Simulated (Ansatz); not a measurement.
## SrO: modes and screening against the lattice constant

The calculation used DFT PBE, scalar-relativistic, plane waves, PAW (Ansatz 0.2.0). Settings: 420 eV plane-wave cutoff, Γ-centred 10×10×10 mesh, fixed occupations. No spin polarisation. Phonons by linear response, acoustic sum rule imposed.

The cell is fixed (symmetry leaves no force on the atoms) and stands under 9.2 GPa:
```
Sr O
1.0
     0.00000    2.69780    2.69780
     2.69780    0.00000    2.69780
     2.69780    2.69780    0.00000
Sr O
1 1
Direct
  0.00000 0.00000 0.00000
  0.25000 0.25000 0.25000
```

The cell is the ideal cubic zincblende prototype; this isn't the usual structure of the compound.

Task: How do the optical zone-centre modes (counted from the lowest optical one, degenerate ones once; i marks imaginary ones; without the LO field) and the screening change over a = 5.396 and 5.698 Å (k meshes 10×10×10, 8×8×8)?

Result:
```csv
a (Å),5.396,5.698
pressure (GPa),9.2,-2.5
gap on the mesh (eV),2.79,2.36
ε∞,3.43,3.33
ε0,6.5,7.7
mode 1 (cm⁻¹),379,283
```

Cost: 2 runs of about 0.51 core-minutes in all, on Intel Xeon 6975P-C (Granite Rapids) (shared hosts).